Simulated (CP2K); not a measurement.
Crystal: Pb.

```
Pb
1.0
     3.50021    0.00000    0.00000
     1.75010    3.03127    0.00000
     1.75010    1.01042    2.85791
Pb
1
Direct
  0.00000 0.00000 0.00000
```

Base run:

| Item | Value |
| --- | --- |
| Program | CP2K 2026.2 |
| Functional | WC |
| Potentials or basis | POTENTIAL_UZH Pb GTH-PBE-q4; TZVP-MOLOPT-PBE-GTH basis |
| Density cutoff | 9184 eV |
| k mesh | 9 × 9 × 9 |
| Occupations | fermi-dirac, width 0.05 eV |
| Spin | no spin polarisation |

Its results: band gap on the k mesh none (metal or under the smearing width); pressure 2.8 GPa.

Task: After a change of settings the same cell gave: band gap on the k mesh none (metal or under the smearing width); pressure 3.6 GPa. Which change was it?
A. functional from WC to PBEsol
B. functional from WC to PW91
C. functional from WC to LDA

Result: B.

PW91 binds less tightly than WC, so the same cell stands under more pressure.

Caveats: the potentials were made for another functional, which shifts forces and pressure; the basis of atomic orbitals isn't converged, which shifts pressures, moduli and gaps.
